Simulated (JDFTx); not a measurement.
# CoO in JDFTx: the effect of Hubbard term

The system is CoO.

```
CELL_PARAMETERS angstrom
-1.50800 1.50800 2.10725
1.50800 -1.50800 2.10725
1.50800 1.50800 -2.10725
ATOMIC_POSITIONS crystal
Co 0.00000 0.00000 0.00000
O 0.50000 0.50000 0.00000
```

Alike in all runs:

```yaml
Program: JDFTx 1.7.0 (patched build)
Task: single point
Functional: PBE
Potentials_or_basis: PseudoDojo-SR-PBE-0.5-standard with smoothed tails
Cutoff: 1306 eV
Density_cutoff: 10449 eV
k_mesh: 8 × 8 × 8
Occupations: fermi-dirac, width 0.05 eV
Spin: collinear spin, ferromagnetic start
Starting_moments: "[2.0, 0.0] μB"
Local_potential_set_to_-Z/r_beyond: 6 bohr
Density_cutoff_over_wavefunction_cutoff: 8
Max_SCF_steps: 100
SCF_threshold_on_the_energy: 1e-09 Ha
Solver_of_the_electrons: scf
Further_solve_for_the_empty_bands: yes
```

```csv
Hubbard term,gap on the mesh (eV),pressure (GPa),moment (μB)
none,none,-0.2,2.97
Co d U = 6 eV,?,?,?
Co d U = 8 eV,1.55,19.4,3.00
```

Question: What does the run with Hubbard term Co d U = 6 eV give?

Answer: gap on the mesh 1.10 eV; pressure 15.9 GPa; moment 3.00 μB.

Caveats: some runs use coarse meshes; a cell with one magnetic atom can't hold antiferromagnetic order, which such compounds often take; semilocal functionals often make such compounds metallic where correlation or magnetic order opens a gap, which also shifts bond lengths (some runs); the empty levels aren't tightly converged (some runs).

A k mesh can miss the band edges.

A gap of «none» marks a metal or a gap under the smearing width.
